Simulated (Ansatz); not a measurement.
# Does relaxation matter for the field gradients of Al2O3 with Zn replacing Al?

Start: a supercell of Al2O3 (corundum type, R-3c) built from a measured structure from the Crystallography Open Database (COD), with all atoms left at the host's positions.

Space group R3:H (No. 146); a = 9.5210, c = 12.9956 Å, γ = 120.00°.

```csv
site,Wyckoff,site symmetry,x,y,z
Zn,3a,3.,0.0000,0.0000,0.3522
Al2,9b,1,0.1667,0.8333,0.6855
Al5,3a,3.,0.0000,0.0000,0.1478
Al6,9b,1,0.1667,0.8333,0.4812
Al9,3a,3.,0.0000,0.0000,0.6478
Al10,9b,1,0.8333,0.1667,0.3145
Al13,3a,3.,0.0000,0.0000,0.8522
Al14,9b,1,0.8333,0.1667,0.5188
O17,9b,1,0.8200,0.9867,0.5833
O18,9b,1,0.3200,0.4867,0.5833
O19,9b,1,0.1533,0.1533,0.2500
O20,9b,1,0.3200,0.9867,0.5833
O29,9b,1,0.1800,0.0133,0.4167
O30,9b,1,0.6800,0.5133,0.4167
O31,9b,1,0.8467,0.8467,0.7500
O32,9b,1,0.6800,0.0133,0.4167
```

One atom of each set is listed; the run and its k-mesh use a cell of 40 atoms with edges of 7.00, 7.00, 7.00 Å.

Method: Kohn–Sham DFT in Ansatz, PBE, plane waves and PAW, scalar-relativistic, 420 eV cutoff, Γ-centred 3×3×3 k-points, Fermi–Dirac smearing 0.01 eV, cell charge -1.

The largest force at the start is 3.8 eV/Å. Relaxing the ions at fixed cell moves them by 0.169 Å at most (atom 1, Zn) and 0.060 Å rms.

```json
{"site": "Zn", "moved (Å)": "0.169", "first shell before": "6 O at 1.85–1.97 Å", "first shell after": "6 O at 1.93–2.18 Å", "V_zz before (10²¹ V/m²)": "1.68", "η before": "0.00"}
{"site": "Al2", "moved (Å)": "0.019", "first shell before": "6 O at 1.85–1.97 Å", "first shell after": "6 O at 1.84–2.00 Å", "V_zz before (10²¹ V/m²)": "0.61", "η before": "0.36"}
{"site": "Al6", "moved (Å)": "0.019", "first shell before": "6 O at 1.85–1.97 Å", "first shell after": "6 O at 1.81–1.98 Å", "V_zz before (10²¹ V/m²)": "0.72", "η before": "0.89"}
{"site": "Al9", "moved (Å)": "0.005", "first shell before": "6 O at 1.85–1.97 Å", "first shell after": "6 O at 1.85–1.97 Å", "V_zz before (10²¹ V/m²)": "0.59", "η before": "0.00"}
{"site": "Al10", "moved (Å)": "0.024", "first shell before": "6 O at 1.85–1.97 Å", "first shell after": "6 O at 1.83–2.00 Å", "V_zz before (10²¹ V/m²)": "0.60", "η before": "0.44"}
{"site": "Al14", "moved (Å)": "0.020", "first shell before": "6 O at 1.85–1.97 Å", "first shell after": "6 O at 1.81–2.01 Å", "V_zz before (10²¹ V/m²)": "-1.09", "η before": "0.58"}
{"site": "O17", "moved (Å)": "0.018", "first shell before": "4 Al at 1.85–1.97 Å", "first shell after": "4 Al at 1.85–2.00 Å", "V_zz before (10²¹ V/m²)": "-4.15", "η before": "0.46"}
{"site": "O19", "moved (Å)": "0.096", "first shell before": "3 Al at 1.85–1.97 Å, 1 Zn at 1.97 Å", "first shell after": "3 Al at 1.81–1.92 Å, 1 Zn at 2.18 Å", "V_zz before (10²¹ V/m²)": "-4.17", "η before": "0.71"}
{"site": "O29", "moved (Å)": "0.147", "first shell before": "3 Al at 1.85–1.97 Å, 1 Zn at 1.85 Å", "first shell after": "3 Al at 1.81–1.93 Å, 1 Zn at 1.93 Å", "V_zz before (10²¹ V/m²)": "-3.61", "η before": "0.56"}
{"site": "O30", "moved (Å)": "0.037", "first shell before": "4 Al at 1.85–1.97 Å", "first shell after": "4 Al at 1.84–2.00 Å", "V_zz before (10²¹ V/m²)": "-3.61", "η before": "0.58"}
```

Question: How do the gradients change?

Answer: 

```json
{"site": "Zn", "V_zz after": "4.39", "η after": "0.00", "change of V_zz": "+2.71"}
{"site": "Al2", "V_zz after": "0.72", "η after": "0.59", "change of V_zz": "+0.11"}
{"site": "Al6", "V_zz after": "-0.92", "η after": "0.62", "change of V_zz": "–"}
{"site": "Al9", "V_zz after": "0.47", "η after": "0.00", "change of V_zz": "-0.12"}
{"site": "Al10", "V_zz after": "-0.55", "η after": "0.45", "change of V_zz": "–"}
{"site": "Al14", "V_zz after": "-1.97", "η after": "0.29", "change of V_zz": "-0.88"}
{"site": "O17", "V_zz after": "-4.00", "η after": "0.44", "change of V_zz": "+0.15"}
{"site": "O19", "V_zz after": "-4.12", "η after": "0.70", "change of V_zz": "+0.05"}
{"site": "O29", "V_zz after": "-3.55", "η after": "0.49", "change of V_zz": "+0.06"}
{"site": "O30", "V_zz after": "-3.73", "η after": "0.65", "change of V_zz": "-0.12"}
```

The largest change of V_zz along a kept axis is on Zn, from 1.68 to 4.39. In per cent, |V_zz| changes by +162 on Zn, -20 to +80 on Al, -4 to +3 on O (all sites that start above 0.5, bar those whose gradient vanishes or changes sign or whose main axis turns by over 40°). Where |V_zz| stays above 0.1 and the axes keep their order, η moves most on Al14, from 0.58 to 0.29. On Al6, Al10 the largest principal value lies along another axis in the second run, so the two V_zz can't be compared directly. The table leaves out 6 of the 16 sites, with |V_zz| up to 4.34; their tensors move by 0.48 at most along any direction. The statements above cover all sites.

The defect repeats with the cell of 40 atoms, so it feels its images: sites between two images don't show the values beside a lone defect, and zeros or small values of η there can come from the images' arrangement. Al and O carry a gradient in the pure host already, so the values there aren't the defect's effect alone. A uniform background compensates the cell's charge. The cell keeps the host's lattice, where the PBE pressure is 9 GPa (in a charged cell this depends on the convention for the mean potential).
Before: The neighbours have not yet relaxed around the defect (largest force 3.8 eV/Å), so the values at and beside it are those of a strained start, not of the defect in a real crystal.
After: The relaxation keeps the site symmetry 3 of the start, so the impurity can move only along its axis; a start off the site could end lower.
